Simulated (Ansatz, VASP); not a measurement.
## ZnS in VASP and in Ansatz

The input POSCAR:

```
ZnS
1.0
    3.8109987816      0.0000000000      0.0000000000
   -1.9054993908      3.3004217586      0.0000000000
    0.0000000000      0.0000000000      6.2340000000
Zn S
2 2
Direct
    0.3333333333      0.6666666667     -0.0962463908
    0.6666666667      0.3333333333      0.5000000000
    0.3333333333      0.6666666667      0.3850000000
    0.6666666667      0.3333333333      0.8850000000
```

Contents of INCAR.step1:

```
SYSTEM = ZnS
PREC = Accurate
ENCUT = 520
ISMEAR = 0
SIGMA = 0.05
LREAL = .FALSE.
LASPH = .TRUE.
NELM = 60
NBANDS = 26
GGA = PE
ALGO = Normal
EDIFF = 1E-4
LWAVE = .TRUE.
LCHARG = .FALSE.
```

File INCAR.step2:

```
SYSTEM = ZnS
PREC = Accurate
ENCUT = 520
EDIFF = 1E-7
ISMEAR = 0
SIGMA = 0.05
LREAL = .FALSE.
LASPH = .TRUE.
NELM = 60
ALGO = Normal
ISIF = 2
LWAVE = .FALSE.
LCHARG = .TRUE.
METAGGA = R2SCAN
LMIXTAU = .TRUE.
LELF = .TRUE.
LVHAR = .TRUE.
NBANDS = 26
ISTART = 1
```

KPOINTS

```
Automatic mesh
0
G
  6 6 4
  0 0 0
```

Input for Ansatz:

```yaml
crystal:
  lattice:
    - [3.8109987816, 0.0, 0.0]
    - [-1.9054993908, 3.3004217586, 0.0]
    - [0.0, 0.0, 6.234]
  atoms:
    - { symbol: Zn, position: [0.3333333333, 0.6666666667, -0.0962463908] }
    - { symbol: Zn, position: [0.6666666667, 0.3333333333, 0.5] }
    - { symbol: S, position: [0.3333333333, 0.6666666667, 0.385] }
    - { symbol: S, position: [0.6666666667, 0.3333333333, 0.885] }
basis:
  ecutwfc: 500
kpoints:
  mp_grid: { grid: [6, 6, 4] }
hamiltonian:
  xc: r2scan
scf:
  occupations: { method: gaussian, width: 0.05 }
output:
  forces: true
  stress: true
  eigenvalues: true
  write_density: true
  write_potential: true
  elf: true
  volumetric_format: npy
```

Alike in both runs: task single point; functional r2SCAN; k mesh 6 × 6 × 4; occupations gaussian, width 0.05 eV; no spin polarisation.

|  | VASP | Ansatz |
| --- | --- | --- |
| version | VASP 6.6.1 | Ansatz 0.2.0 |
| potentials or method | VASP PAW PBE potentials, release 64 (Zn, S) | scalar-relativistic, plane waves, PAW |
| plane-wave cutoff (eV) | 520 | 500 |
| valence electrons in the cell | 36 | 36 |

|  | VASP | Ansatz | Ansatz less VASP |
| --- | --- | --- | --- |
| gap on the k mesh at the Fermi level (eV) | 2.13 | 2.13 | -0.001 |
| least direct gap on the mesh (eV) | 2.13 | 2.13 | -0.001 |
| pressure (GPa) | 3.3 | 3.2 | -0.07 |
| largest component of the traceless stress (GPa) | 3.42 | 3.39 | -0.032 |
| rms of the force components (eV/Å) | 0.315 | 0.309 | -0.0058 |

Atom by atom the forces differ by 0.007 eV/Å (rms over components). With one functional, cell and mesh, what is left measures potentials, basis and numerics.

Caveats: the PAW data sets were made with another functional, which shifts forces and pressure a little (VASP). A k mesh can miss the band edges.
